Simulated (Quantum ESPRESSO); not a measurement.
## BaTiO3 in Quantum ESPRESSO: the effect of functional

BaTiO3:

```xyz
5
Lattice="3.9998 0.0000 0.0000 0.0000 3.9998 0.0000 0.0000 0.0000 4.0180" Properties=species:S:1:pos:R:3 pbc="T T T"
Ba    0.0000    0.0000    0.0000
Ti    1.9999    1.9999    1.9688
O     0.0000    1.9999    2.0773
O     1.9999    0.0000    2.0773
O     1.9999    1.9999    0.0763
```

Alike in all runs:

```yaml
Program: Quantum ESPRESSO 7.5
Task: phonons
Cutoff: 612 eV
Density_cutoff: 4898 eV
k_mesh: 4 × 4 × 4, shifted
Occupations: fermi-dirac, width 0.05 eV
Spin: no spin polarisation
```

Each run relaxes the cell or the atoms first.

One run gave: relaxed volume 14.13 Å³/atom; dielectric constant 5.47 mean; highest phonon frequency 638 cm⁻¹. Which functional did it use?
A. LDA
B. vdW-DF-cx
C. AM05
D. RPBE
E. revPBE

D.

| functional | potentials or basis | relaxed volume (Å³/atom) | dielectric constant (mean) | highest phonon frequency (cm⁻¹) |
| --- | --- | --- | --- | --- |
| LDA | GBRV 1.5 LDA | 12.31 | 6.38 | 491 |
| AM05 | GBRV 1.5 PBE | 12.87 | 6.09 | 526 |
| revPBE | GBRV 1.5 PBE | 13.91 | 5.58 | 618 |
| RPBE | GBRV 1.5 PBE | 14.13 | 5.47 | 638 |
| vdW-DF-cx | GBRV 1.5 PBE | 12.79 | 6.19 | 502 |

Caveats: some modes are imaginary; the potentials were made for another functional, which shifts forces and pressure (some runs).

Runs at the PBE level aren't shown here.
